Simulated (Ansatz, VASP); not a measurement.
**One calculation of Ta, two programs**

```xyz
1
Lattice="-1.6235 1.6235 1.6235 1.6235 -1.6235 1.6235 1.6235 1.6235 -1.6235" Properties=species:S:1:pos:R:3 pbc="T T T"
Ta    0.0000    0.0000    0.0000
```

Alike in both runs: task relaxation of cell and atoms; functional LDA; k mesh 16 × 16 × 16; occupations gaussian, width 0.1 eV; no spin polarisation.

|  | VASP | Ansatz |
| --- | --- | --- |
| version | VASP 6.6.1 | Ansatz 0.2.0 |
| potentials or method | VASP PAW LDA potentials, release 64 (Ta_pv) | scalar-relativistic, plane waves, PAW |
| plane-wave cutoff (eV) | 600 | 420 |
| valence electrons in the cell | 11 | 13 |

```csv
,VASP,Ansatz,Ansatz less VASP
"gap on the k mesh at the Fermi level, each at its own relaxed structure (eV)",none,none,-
relaxed volume (Å³/atom),17.28,17.21,-0.069
relaxed cell length with the largest relative difference (Å),2.821,2.817,-0.0038
```

A gap of «none» marks a metal or a gap that the smearing closes. The two sets of potentials don't hold the same shells in valence. Ansatz warned: «pseudo_functional_mismatch».

The runs have no spin-orbit coupling, so splittings on Ta are missing.
